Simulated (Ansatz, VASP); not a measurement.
# BP in two plane-wave programs

Aim: how closely do two programs agree when they are given the same cell, functional and k mesh? The cell is taken from a series of runs on this material, whose earlier steps may have relaxed or scaled it; both programs get it as it stands.

Program: Ansatz 0.2.0. Level of theory: plane waves, with VASP 6.6.1 beside it; single point at PBEsol. Results are calculated unless marked as measured.

## 1. Starting point

The structure is cubic, space group F-43m (No. 216). The conventional cell has a = 4.538 Å, b = 4.538 Å, c = 4.538 Å, α = 90.00°, β = 90.00°, γ = 90.00°. Nearest to P lie 4 B at 1.97 Å. Nearest to B lie 4 P at 1.97 Å. Farther neighbours are not listed.

As a file:

```cif
data_structure
_symmetry_space_group_name_H-M 'P 1'
_symmetry_Int_Tables_number 1
_cell_length_a 3.2089
_cell_length_b 3.2089
_cell_length_c 3.2089
_cell_angle_alpha 60.000
_cell_angle_beta 60.000
_cell_angle_gamma 60.000
_cell_volume 23.36
loop_
_atom_site_label
_atom_site_type_symbol
_atom_site_fract_x
_atom_site_fract_y
_atom_site_fract_z
_atom_site_occupancy
P1 P 0.75000 0.75000 0.75000 1
B2 B 0.00000 0.00000 0.00000 1
```

## 2. Ansatz: single point, PBEsol

Ansatz runs on its default PAW (the set named soft_2) files.

With cell and atoms fixed, the geometry can't cause a difference; cores, projectors, grids and the points listed under the comparison can.

input.yaml

```yaml
crystal:
  lattice:
    - [0.0, 2.269, 2.269]
    - [2.269, 0.0, 2.269]
    - [2.269, 2.269, 0.0]
  atoms:
    - { symbol: P, position: [0.75, 0.75, 0.75] }
    - { symbol: B, position: [0.0, 0.0, 0.0] }
kpoints:
  mp_grid: { grid: [10, 10, 10] }
  band_path:
    path:
      - [[0.0, 0.0, 0.0], [-0.5, -0.5, 0.0], [-0.375, -0.375, 0.25]]
      - [[-0.375, 0.0, 0.375], [0.0, 0.0, 0.0], [0.0, 0.0, 0.5], [-0.5, -0.25, 0.25], [-0.5, -0.5, 0.0]]
    npoints: 11
scf:
  occupations: { method: fermi_dirac, width: 0.02 }
  n_extra_bands: 12
hamiltonian:
  xc: pbesol
  pseudopotentials: { kind: paw }
output:
  forces: true
  stress: true
  dos:
    projected: true
    de: 0.05
    e_range: [-30, 12]
    nscf_kmesh: { grid: [16, 16, 16] }
  fatbands: true
```

Run with:

```bash
> ansatz run input.yaml --threads 2 --pin off --max-ram 6144MiB --backend cpu --events-out ev --progress --plain --runs-dir out
```

Numbers of over 12 decimals in the logs are rounded to 6 here.

The log of the run:

```text
scf.n_extra_bands = 12 over 4 filled bands (N_el = 8.0): the run solves 16 bands
Engine: ansatz 0.2.0, aarch64-unknown-linux-gnu
Pseudopotentials: kind: paw
Pseudopotential: P, paw, valence charge 5, recommended cutoff 420 eV (normal), P.paw.azcp
Pseudopotential: B, paw, valence charge 3, recommended cutoff 420 eV (normal), B.paw.azcp
Functional definition: PBEsol
  exchange = pbesol_x
  correlation = pbesol_c
Crystal: 2 atoms, lattice volume = 23.363 Å³
Basis set: ecut = 420 eV, 459 PW (Γ), exchange–correlation on 48×48×48 points (8 copies of the dense FFT grid, shifted against one another)
Bands: 16, of which v1, the nominal top of the filled ones, is band 4 counted from 1 (3 counted from 0)
Symmetry: 24 space group operations
Space group: F-43m (ITA 216), of the structure as read, at distance tolerance 2.9e-5 Å
k-points: 47 of 1000 (time reversal used)
Non-local potential: P, projectors of the file, l = 0: 2, l = 1: 2, l = 2: 2
Non-local potential: B, projectors of the file, l = 0: 2, l = 1: 2, l = 2: 1
PAW form: soft (Blöchl's): semilocal exchange-correlation on the pseudo side does not see the compensation charge
PAW frozen core: P, regenerated for the run's functional, and the local potential with it (the file was generated under x = pbe(κ = 0.804, μ = 0.219515), c = pbe(β = 0.066725))
PAW frozen core: B, regenerated for the run's functional, and the local potential with it (the file was generated under x = pbe(κ = 0.804, μ = 0.219515), c = pbe(β = 0.066725))
PAW one-centre angular grid: P, 110 points (default); XC on 64 Gauss nodes
PAW one-centre angular grid: B, 110 points (default); XC on 64 Gauss nodes
Initial density: superposition of atomic densities (neutral atoms: chi_scale 0, normalization atom), corrected by the library's trained network
Initial wavefunctions: pseudopotential atomic-orbital guess
Functional: x = pbesol(κ = 0.804, μ = 0.123457), c = pbesol(β = 0.046)
SCF iter   1: F=—  HF=-893.589001 eV  |F-HF|=—  |Δ(HF+E_count)|=         —  Δρ=4.52e-3  dr2=5.87e-3  ethr=1.77e-3  ⟨swp⟩=6.2  Hψ=5258  notcnv=0  defer=81
preconditioner: auto → none  [insulator: Δε(μ)=1.101 eV  Ē_g=21.163 eV  σ=0.020 eV  W_gap=1.00  n_scr=0 (ndim 8)  ℏωp=21.7 eV  f_vac=0.000  D(μ)=0.00/eV (n_scr^D=0)  ε∞_Penn≈2.1]
SCF iter   2: F=—  HF=-893.587545 eV  |F-HF|=—  |Δ(HF+E_count)|=   1.46e-3  Δρ=1.58e-3  dr2=6.32e-4  ethr=7.34e-5  ⟨swp⟩=2.0  Hψ=1356  notcnv=0  defer=284
SCF iter   3: F=—  HF=-893.587404 eV  |F-HF|=—  |Δ(HF+E_count)|=   1.41e-4  Δρ=5.23e-4  dr2=5.70e-5  ethr=7.90e-6  ⟨swp⟩=2.1  Hψ=619  notcnv=0  defer=305
SCF iter   4: F=—  HF=-893.587404 eV  |F-HF|=—  |Δ(HF+E_count)|=   8.15e-7  Δρ=1.22e-4  dr2=1.72e-6  ethr=7.12e-7  ⟨swp⟩=2.0  Hψ=632  notcnv=0  defer=305
SCF iter   5: F=—  HF=-893.587405 eV  |F-HF|=—  |Δ(HF+E_count)|=   1.09e-6  Δρ=2.57e-5  dr2=1.90e-7  ethr=2.14e-8  ⟨swp⟩=2.6  Hψ=659  notcnv=0  defer=305
SCF iter   6: F=-893.587405 eV  HF=-893.587405 eV  |F-HF|=9.59e-9  |Δ(HF+E_count)|=   5.62e-8  Δρ=7.29e-6  dr2=1.40e-8  ethr=1.25e-9  ⟨swp⟩=9.7  Hψ=4349  notcnv=0
SCF 1 converged in 6 iterations: F = -893.587405 eV  dr2 = 1.40e-8
  greatest PAW one-centre occupation: 0.771 electrons in one spin orbital (limit 2), on the P atom at site 0 (counted from 0), in its partial waves of l = 0
NSCF: frozen V_eff on 68 k-points
NSCF: frozen V_eff on 145 k-points
SCF converged after 6 iterations
Free energy (F): -893.587405 eV
Harris-Foulkes:  -893.587405 eV  (|F-HF|=9.59e-9)
Internal energy: -893.587405 eV  (E = F + TS)
E sigma→0 (E₀):  -893.587405 eV
Fermi energy:    9.784088 eV
--- Per-component energies (eV) ---
  E_band       = 21.683192
  E_kinetic    = 121.379708
  E_local      = -67.680069  (includes V_loc(G=0)·N_el)
  E_nonlocal   = 45.208694
  E_hartree    = 16.733166
  E_xc         = -94.180948
  E_vxc        = -100.347132  (∫ρ·V_xc dr)
  E_paw        = -629.617246  (= ΣΔE_a)
  E_vpaw       = -10.344192  (= ΣTr[D̂ρ^β])
  E_aug_tail   = 0.000000  (compensation charges beyond the density's cutoff)
  E_ewald      = -285.491518
  E_core_change = 0.060807  (= ΣΔE_core)
  E_smearing   = -0.000000  (= −TS)
  E_closure    = -0.000000  (closes the sum)
  Σ components = -893.587405   (vs F -893.587405, Δ=0.00e0)
--- Forces (eV/Å), atoms counted from 1 ---
  atom   1  P      0.00000000    -0.00000000     0.00000000
  atom   2  B     -0.00000000     0.00000000     0.00000000
  max |Σ_I F_I| component: 2.96e-16 eV/Å
--- Stress (GPa, compression-positive) ---
       -1.958491       0.000000      -0.000000
        0.000000      -1.958491       0.000000
       -0.000000       0.000000      -1.958491
  P = ⅓ Tr σ = -1.9585 GPa (-19.585 kbar)
--- Band table (eV; the first three rows and the last of 47) ---
  k-point 0: bands = [-6.2625, 9.2237, 9.2237, 9.2237, 12.5860, 12.5860, 12.5860, 16.5636, ... 8 higher]
  k-point 1: bands = [-6.0819, 7.9138, 8.9268, 8.9268, 12.9954, 12.9954, 13.0155, 17.0831, ... 8 higher]
  k-point 2: bands = [-5.5468, 5.5617, 8.3658, 8.3658, 13.2026, 13.7117, 13.7117, 18.2295, ... 8 higher]
  k-point 46: bands = [-1.1364, 1.1043, 3.6385, 3.8059, 13.7348, 14.5261, 17.4033, 17.8199, ... 8 higher]
```

In the SCF lines HF is the Harris–Foulkes energy and dr2 the Hartree energy of the density residual, in eV; the loop may stop once dr2 is under the threshold and the program's other checks hold. Hψ counts applications of the Hamiltonian.

## 3. VASP: single point, PBEsol

The same cell, functional, mesh and smearing now go to VASP, with its own data sets and cutoff.

Lines of VASP's logs that name or quote its potential files are left out, and so is its time.

INCAR

```
SYSTEM = BP
PREC = Accurate
ENCUT = 420
EDIFF = 1E-06
NELM = 100
ISMEAR = -1
SIGMA = 0.02
LREAL = .FALSE.
ALGO = Normal
GGA = PS
NBANDS = 10
LORBIT = 11
LWAVE = .FALSE.
LCHARG = .FALSE.
KPAR = 4
ISIF = 2
```

POSCAR

```
BP
1.0
    0.0000000000      2.2690000000      2.2690000000
    2.2690000000      0.0000000000      2.2690000000
    2.2690000000      2.2690000000      0.0000000000
P B
1 1
Direct
    0.7500000000      0.7500000000      0.7500000000
    0.0000000000      0.0000000000      0.0000000000
```

KPOINTS

```
Automatic mesh
0
Gamma
10 10 10
0 0 0
```

The projector-augmented-wave data sets are P and B (PBE family, release 64).

Run with:

```bash
> mpirun -np 4 vasp_std
```

The log of the run:

```text
[banner, memory and clock lines left out]
running    4 mpi-ranks, on    1 nodes
 distrk:  each k-point on    1 cores,    4 groups
 distr:  one band on    1 cores,    1 groups

 POSCAR found type information on POSCAR P B
 POSCAR found :  2 types and       2 ions
|                                                                             |
|               ----> ADVICE to this user running VASP <----                  |
|                                                                             |
|     You enforced a specific xc type in the INCAR file but a different       |
|     [... a line on the potential file left out ...]
|     I HOPE YOU KNOW WHAT YOU ARE DOING!                                     |
|                                                                             |

 LDA part: xc-table for (Slater+PW92), standard interpolation
 POSCAR, INCAR and KPOINTS ok, starting setup
 FFT: planning ... GRIDC
 FFT: planning ... GRID_SOFT
 FFT: planning ... GRID
 WAVECAR not read
 entering main loop
       N       E                     dE             d eps       ncg     rms          rms(c)
DAV:   1     0.592698921751E+01    0.59270E+01   -0.35568E+03   948   0.610E+02
DAV:   2    -0.139254813899E+02   -0.19852E+02   -0.18853E+02  1420   0.102E+02
DAV:   3    -0.143783567050E+02   -0.45288E+00   -0.45210E+00  1128   0.142E+01
DAV:   4    -0.143800571623E+02   -0.17005E-02   -0.17002E-02  1188   0.101E+00
DAV:   5    -0.143800642361E+02   -0.70738E-05   -0.70737E-05  1172   0.591E-02    0.702E+00
DAV:   6    -0.137798025090E+02    0.60026E+00   -0.13460E+00  1038   0.528E+00    0.377E+00
DAV:   7    -0.136810022757E+02    0.98800E-01   -0.24417E-01  1212   0.259E+00    0.121E+00
DAV:   8    -0.136715424423E+02    0.94598E-02   -0.27063E-02  1114   0.942E-01    0.179E-01
DAV:   9    -0.136716677615E+02   -0.12532E-03   -0.65381E-04  1066   0.187E-01    0.100E-01
DAV:  10    -0.136717292601E+02   -0.61499E-04   -0.12589E-04  1102   0.703E-02    0.230E-02
DAV:  11    -0.136717328010E+02   -0.35409E-05   -0.39834E-06  1238   0.136E-02    0.244E-02
DAV:  12    -0.136717331725E+02   -0.37144E-06   -0.17738E-06   712   0.662E-03
   1 F= -.13671733E+02 E0= -.13671733E+02  d E =-.438082E-11
```

Parts of OUTCAR (step 3):

```text
ion  position               nearest neighbor table
   1  0.750  0.750  0.750-   2 1.97   2 1.97   2 1.97   2 1.97
   2  0.000  0.000  0.000-   1 1.97   1 1.97   1 1.97   1 1.97

  LATTYP: Found a face centered cubic cell.
 ALAT       =     4.5380000000

 Subroutine GETGRP returns: Found 24 space group operations
 (whereof 24 operations were pure point group operations)

The static configuration has the point symmetry T_d .

 Found     47 irreducible k-points:

   k-points           NKPTS =     47   k-points in BZ     NKDIM =     47   number of bands    NBANDS=     10

   dimension x,y,z NGX =    24 NGY =   24 NGZ =   24
   dimension x,y,z NGXF=    48 NGYF=   48 NGZF=   48

   ENCUT  =  420.0 eV  30.87 Ry    5.56 a.u.   5.36  5.36  5.36*2*pi/ulx,y,z

   NELECT =       8.0000    total number of electrons

 k-points in reciprocal lattice and weights: Automatic mesh
   0.00000000  0.00000000  0.00000000       0.001
   0.10000000  0.00000000  0.00000000       0.008
   0.20000000  0.00000000  0.00000000       0.008
   0.30000000  0.00000000  0.00000000       0.008
   0.40000000  0.00000000  0.00000000       0.008
   0.50000000  0.00000000  0.00000000       0.004
   0.10000000  0.10000000  0.00000000       0.006
   0.20000000  0.10000000  0.00000000       0.024
   0.30000000  0.10000000  0.00000000       0.024
[...]
-0.30000000  0.40000000  0.20000000       0.024
  -0.30000000  0.50000000  0.20000000       0.012

 average (electrostatic) potential at core
       1 -81.1712       2 -24.8753

 E-fermi :   7.8094

 k-point     1 :       0.0000    0.0000    0.0000
  band No.  band energies     occupation
      1      -8.0924      2.00000
      2       7.4058      2.00000
      3       7.4058      2.00000
      4       7.4058      2.00000
      5      10.7624      0.00000
      6      10.7624      0.00000
      7      10.7624      0.00000
      8      14.7487      0.00000
      9      18.6483      0.00000
    ...

 k-point     2 :       0.1000    0.0000    0.0000
  band No.  band energies     occupation
      1      -7.9117      2.00000
      2       6.0915      2.00000
      3       7.1073      2.00000
      4       7.1073      2.00000
      5      11.1745      0.00000
      6      11.1745      0.00000
      7      11.1980      0.00000
      8      15.2674      0.00000
      9      18.8082      0.00000
    ...

 k-point     3 :       0.2000    0.0000    0.0000
  band No.  band energies     occupation
      1      -7.3762      2.00000
      2       3.7360      2.00000
      3       6.5442      2.00000
      4       6.5442      2.00000
      5      11.3903      0.00000
      6      11.8952      0.00000
      7      11.8952      0.00000
      8      16.4129      0.00000
      9      18.1866      0.00000
    ...

  Total       -0.2647882     -0.2647882     -0.2647882      0.0000000      0.0000000     -0.0000000
  in kB      -18.1583193    -18.1583193    -18.1583193      0.0000000      0.0000000     -0.0000000
  external PRESSURE =     -18.1583193 kB  Pullay stress =       0.0000000 kB

  energy-cutoff  :      420.00
  volume of cell :       23.36
      direct lattice vectors                 reciprocal lattice vectors
     0.000000000  2.269000000  2.269000000    -0.220361393  0.220361393  0.220361393
     2.269000000  0.000000000  2.269000000     0.220361393 -0.220361393  0.220361393
     2.269000000  2.269000000  0.000000000     0.220361393  0.220361393 -0.220361393

 POSITION                                       TOTAL-FORCE (eV/Angst)
 -----------------------------------------------------------------------------------
      3.40350      3.40350      3.40350         0.000000      0.000000      0.000000
      0.00000      0.00000      0.00000        -0.000000     -0.000000     -0.000000
 -----------------------------------------------------------------------------------
    total drift:                               -0.000000     -0.000000     -0.000000

  FREE ENERGIE OF THE ION-ELECTRON SYSTEM (eV)
  ---------------------------------------------------
  free  energy   TOTEN  =       -13.6717331725 eV

  energy  without entropy=      -13.6717331724  energy(sigma->0) =      -13.67173317

 total charge
# of ion       s       p       d       tot
------------------------------------------
    1        0.989   1.569   0.000   2.559
    2        0.664   1.268   0.000   1.931
--------------------------------------------------
tot          1.653   2.837   0.000   4.490

[... 3 further parts left out ...]
```

The run ends at a pressure of -1.82 GPa.

## 4. Side by side

Known differences besides the PAW data sets themselves: Ansatz makes its cores anew for this functional, VASP keeps those of its PBE data sets; VASP leaves aspherical gradient terms in its spheres out (LASPH is not set), Ansatz keeps them. Total energies have different zeros and are not compared.

The two programs side by side:

```tsv
quantity	Ansatz	VASP	difference
pressure (GPa)	-1.96	-1.82	-0.14
gap on the k mesh (eV)	1.135	1.131	+0.004
```

## 5. Results

```json
{
  "difference in gap on the k mesh (single point, PBEsol)": "0.0039 eV"
}
```

**Reading.** The difference in gap on the k mesh is 0.0039 eV (single point, PBEsol), within the 0.08 eV picked in this series as the mark of a large difference. How closely two codes agree says nothing of how well the functional describes the real material.

[Lines on the potential files, build, host, timing and source positions are cut from VASP's logs without a mark.]

[Logs are printed without paths, hosts, clocks, repeated set-up lines and the standing remarks that a program may print on its own settings, such as how far it seeks lower states.]

[Hosts, paths, dates, database ids (printed as entryN), source tags and the programs' standing remarks are cut or masked in the printed files.]
